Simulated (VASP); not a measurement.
This VASP 6.6.1 run on Sr needs a look.

The input run.py:

```python
from ase.calculators.vasp import Vasp
from ase.dft.bandgap import bandgap
from ase.io import read

atoms = read('Sr.cif', primitive_cell=True, subtrans_included=False)
calc = Vasp(
    directory='calc',
    xc='hse03',
    pp='PBE',
    setups='recommended',
    prec='Accurate',
    encut=520,
    ediff=1e-06,
    ismear=1,
    sigma=0.2,
    lreal=False,
    lasph=True,
    nelm=55,
    algo='Normal',
    isif=2,
    lwave=False,
    lcharg=False,
    precfock='Normal',
    ivdw=11,
    vdw_s6=1.0,
    vdw_s8=1.0156,
    vdw_sr=1.3944,
    vdw_sr8=1.0,
    ldau=True,
    ldautype=2,
    ldaul=[2, 2, 2, 2, 2],
    ldauu=[4.0],
    kpts=[4, 4, 4],
    gamma=True,
)
atoms.calc = calc

print('energy (eV):', atoms.get_potential_energy())
print('free energy (eV):', atoms.get_potential_energy(force_consistent=True))
print('forces (eV/A):')
print(atoms.get_forces())
print('stress (eV/A^3, Voigt):', atoms.get_stress())
print('Fermi level (eV):', calc.get_fermi_level())
gap, top, bottom = bandgap(calc)
print('band gap (eV):', gap, 'from (spin, k, band)', top, 'to', bottom)
```

The input Sr.cif:

```cif
data_Sr
_cell_length_a 4.87000000
_cell_length_b 4.87000000
_cell_length_c 4.87000000
_cell_angle_alpha 90.00000000
_cell_angle_beta 90.00000000
_cell_angle_gamma 90.00000000
_space_group_name_H-M_alt 'Im-3m'
_space_group_name_Hall '-I 4 2 3'
_space_group_IT_number 229
loop_
_space_group_symop_operation_xyz
'x,y,z'
'-x,-y,-z'
'-y,x,z'
'y,-x,-z'
'-x,-y,z'
'x,y,-z'
'y,-x,z'
'-y,x,-z'
'x,-y,-z'
'-x,y,z'
'-y,-x,-z'
'y,x,z'
'-x,y,-z'
'x,-y,z'
'y,x,-z'
'-y,-x,z'
'z,x,y'
'-z,-x,-y'
'z,-y,x'
'-z,y,-x'
'z,-x,-y'
'-z,x,y'
'z,y,-x'
'-z,-y,x'
'-z,x,-y'
'z,-x,y'
'-z,-y,-x'
'z,y,x'
'-z,-x,y'
'z,x,-y'
'-z,y,x'
'z,-y,-x'
'y,z,x'
'-y,-z,-x'
'x,z,-y'
'-x,-z,y'
'-y,z,-x'
'y,-z,x'
'-x,z,y'
'x,-z,-y'
'-y,-z,x'
'y,z,-x'
'-x,-z,-y'
'x,z,y'
'y,-z,-x'
'-y,z,x'
'x,-z,y'
'-x,z,-y'
'x+1/2,y+1/2,z+1/2'
'-x+1/2,-y+1/2,-z+1/2'
'-y+1/2,x+1/2,z+1/2'
'y+1/2,-x+1/2,-z+1/2'
'-x+1/2,-y+1/2,z+1/2'
'x+1/2,y+1/2,-z+1/2'
'y+1/2,-x+1/2,z+1/2'
'-y+1/2,x+1/2,-z+1/2'
'x+1/2,-y+1/2,-z+1/2'
'-x+1/2,y+1/2,z+1/2'
'-y+1/2,-x+1/2,-z+1/2'
'y+1/2,x+1/2,z+1/2'
'-x+1/2,y+1/2,-z+1/2'
'x+1/2,-y+1/2,z+1/2'
'y+1/2,x+1/2,-z+1/2'
'-y+1/2,-x+1/2,z+1/2'
'z+1/2,x+1/2,y+1/2'
'-z+1/2,-x+1/2,-y+1/2'
'z+1/2,-y+1/2,x+1/2'
'-z+1/2,y+1/2,-x+1/2'
'z+1/2,-x+1/2,-y+1/2'
'-z+1/2,x+1/2,y+1/2'
'z+1/2,y+1/2,-x+1/2'
'-z+1/2,-y+1/2,x+1/2'
'-z+1/2,x+1/2,-y+1/2'
'z+1/2,-x+1/2,y+1/2'
'-z+1/2,-y+1/2,-x+1/2'
'z+1/2,y+1/2,x+1/2'
'-z+1/2,-x+1/2,y+1/2'
'z+1/2,x+1/2,-y+1/2'
'-z+1/2,y+1/2,x+1/2'
'z+1/2,-y+1/2,-x+1/2'
'y+1/2,z+1/2,x+1/2'
'-y+1/2,-z+1/2,-x+1/2'
'x+1/2,z+1/2,-y+1/2'
'-x+1/2,-z+1/2,y+1/2'
'-y+1/2,z+1/2,-x+1/2'
'y+1/2,-z+1/2,x+1/2'
'-x+1/2,z+1/2,y+1/2'
'x+1/2,-z+1/2,-y+1/2'
'-y+1/2,-z+1/2,x+1/2'
'y+1/2,z+1/2,-x+1/2'
'-x+1/2,-z+1/2,-y+1/2'
'x+1/2,z+1/2,y+1/2'
'y+1/2,-z+1/2,-x+1/2'
'-y+1/2,z+1/2,x+1/2'
'x+1/2,-z+1/2,y+1/2'
'-x+1/2,z+1/2,-y+1/2'
loop_
_atom_site_label
_atom_site_type_symbol
_atom_site_symmetry_multiplicity
_atom_site_Wyckoff_symbol
_atom_site_fract_x
_atom_site_fract_y
_atom_site_fract_z
_atom_site_occupancy
Sr1 Sr 2 a 0.0000000000 0.0000000000 0.0000000000 1
```

Potentials or basis: VASP PAW PBE potentials, release 64 (Sr_sv).

Command:

```bash
$ python run.py
```

Output:

```text
energy (eV): -1.60470205
free energy (eV): -1.61150057
forces (eV/A):
[[-0.  0. -0.]]
stress (eV/A^3, Voigt): [-0.00546157 -0.00546157 -0.00546157  0.          0.          0.        ]
Fermi level (eV): 1.61073969
[... 2 lines left out ...]
```

OUTCAR:

```text
ENCUT = 520.000000
[... 328 lines left out ...]
  free  energy   TOTEN  =        -1.6115005674 eV

  energy  without entropy=       -1.5911050156  energy(sigma->0) =       -1.60470205
```

Question: Diagnose the run.

Answer: Self-consistency was reached. The input holds a flaw that was put in on purpose: wrong count of Hubbard values (LDAU = yes; LDAUTYPE = 2; LDAUL = 2 2 2 2 2; LDAUU = 4). The program doesn't stop on it, so the numbers can't be trusted though the run ends normally.
